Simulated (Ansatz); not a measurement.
**Property card for InSe**

All numbers below come from DFT PBE+D3(BJ), scalar-relativistic, plane waves, PAW (Ansatz).

Plane waves to 420 eV, a k mesh through Γ of 12×12×12 on the computed 4-atom cell and Gaussian smearing (0.02 eV); no spin polarisation.

The structure is relaxed at this level of theory with its symmetry kept.

Space group R3m:H (No. 160). a = 4.037 Å, b = 4.037 Å, c = 24.908 Å, α = 90.00°, β = 90.00°, γ = 120.00°
```
atom site symmetry x y z
  In    3a        3m  0.0000  0.0000  0.0004
  In    3a        3m  0.6667  0.3333  0.2216
  Se    3a        3m  0.3333  0.6667  0.0519
  Se    3a        3m  0.0000  0.0000  0.1701
```

**Question.** Kohn–Sham band gap?

**Answer.** 0.30 eV, direct at T.

**Question.** Löwdin character of the top 1 eV of the valence band?

**Answer.** Se 4p 69 %, In 5p 20 %, In 5s 7 %.

**Question.** Löwdin character of the lowest 1 eV of the conduction band?

**Answer.** Se 4p 32 %, In 5s 29 %, In 5p 27 %, Se 4s 9 %.

**Question.** Electron masses at the edge by Cartesian direction of the computed cell, whose vectors are (2.018, 1.165, 8.303), (-2.018, 1.165, 8.303), (0.000, -2.331, 8.303) Å (m_e; degenerate bands sorted by energy; no spin-orbit coupling)?

**Answer.** x: 0.11; y: 0.11; z: 0.039.

**Question.** Hole masses at the edge by Cartesian direction of the computed cell, whose vectors are (2.018, 1.165, 8.303), (-2.018, 1.165, 8.303), (0.000, -2.331, 8.303) Å (m_e; degenerate bands sorted by energy; no spin-orbit coupling)?

**Answer.** x: 4.6; y: 4.6; z: 0.038.

**Question.** Bader charges (e)?

**Answer.** In (1 in the cell) 0.69, In (1 in the cell) 0.69, Se (1 in the cell) -0.69, Se (1 in the cell) -0.69.